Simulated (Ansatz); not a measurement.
Here is an Ansatz 0.2.0 calculation.

The input input.yaml:

```yaml
crystal:
  lattice:
    - [-2.9401404553, 2.9401404553, 1.5993019889]
    - [2.9401404553, -2.9401404553, 1.5993019889]
    - [2.9401404553, 2.9401404553, -1.5993019889]
  atoms:
    - { symbol: Sn, position: [0.0, 0.0, 0.0] }
    - { symbol: Sn, position: [0.75, 0.25, 0.5] }
hamiltonian:
  xc: r2scan
  pseudopotentials: { kind: paw }
kpoints:
  mp_grid: { grid: [9, 9, 9] }
scf:
  occupations: { method: fermi_dirac, width: 0.05 }
output:
  forces: true
  stress: true
  eigenvalues: true
relax:
  f_tol: 0.01
  max_steps: 40
  cell: { stress_tol: 0.05 }
```

Potentials or basis: Ansatz PAW.

Launch:

```sh
$ ansatz run input.yaml --threads 2 --pin off --max-ram 5632MiB --backend cpu --events-out ev --progress --plain --runs-dir out
```

What does it give for the relaxed cell?

a = 4.458 Å, b = 4.458 Å, c = 4.458 Å, α = 97.32°, β = 97.32°, γ = 138.18°.

Estimate the space group after relaxing (to 0.05 Å).

I4_1/amd (No. 141).

Predict the relaxed volume.

27.60 Å³/atom.

Estimate the band gap on the k mesh.

none (metal or under the smearing width).

The path:
| step | energy change (eV) | largest force (eV/Å) | volume (Å³) |
| --- | --- | --- | --- |
| 1 | 0.0000 | 0.0000 | 55.30 |
| 2 | -0.0004 | 0.0000 | 55.16 |
| 3 | -0.0004 | 0.0000 | 55.20 |
| 4 | -0.0004 | 0.0000 | 55.20 |

Caveat: the plane-wave basis is chosen anew once the cell has moved, so the energies of steps on either side of that aren't comparable; the PAW data sets come from PBE, with cores solved anew for the run's functional, which leaves a small shift of forces and pressure.
